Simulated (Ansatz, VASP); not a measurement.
# KF in VASP and in Ansatz

```xyz
2
Lattice="0.0000 2.6735 2.6735 2.6735 0.0000 2.6735 2.6735 2.6735 0.0000" Properties=species:S:1:pos:R:3 pbc="T T T"
K     0.1750    0.0000    0.0000
F     2.6735    2.6735    2.6735
```

Change from the starting cell: all K atoms moved +0.175 Å, as atom 1 along Cartesian [1 0 0].

Alike in both runs: task single point; functional LDA; k mesh 8 × 8 × 8; occupations gaussian, width 0.05 eV; no spin polarisation.

|  | VASP | Ansatz |
| --- | --- | --- |
| version | VASP 6.6.1 | Ansatz 0.2.0 |
| potentials or method | VASP PAW LDA potentials, release 64 (K_sv, F) | scalar-relativistic, plane waves, PAW |
| plane-wave cutoff (eV) | 520 | 420 |
| valence electrons in the cell | 16 | 16 |

VASP gave:

- gap on the k mesh at the Fermi level (eV): 5.79
- least direct gap on the mesh (eV): 5.79
- pressure (GPa): -3.0
- largest component of the traceless stress (GPa): 1.01
- rms of the force components (eV/Å): 0.149

Q: Estimate Ansatz's values.

A: gap on the k mesh at the Fermi level (eV): 5.80; least direct gap on the mesh (eV): 5.80; pressure (GPa): -3.1; largest component of the traceless stress (GPa): 0.96; rms of the force components (eV/Å): 0.140.

Atom by atom the forces differ by 0.009 eV/Å (rms over components).

A k mesh can miss the band edges.
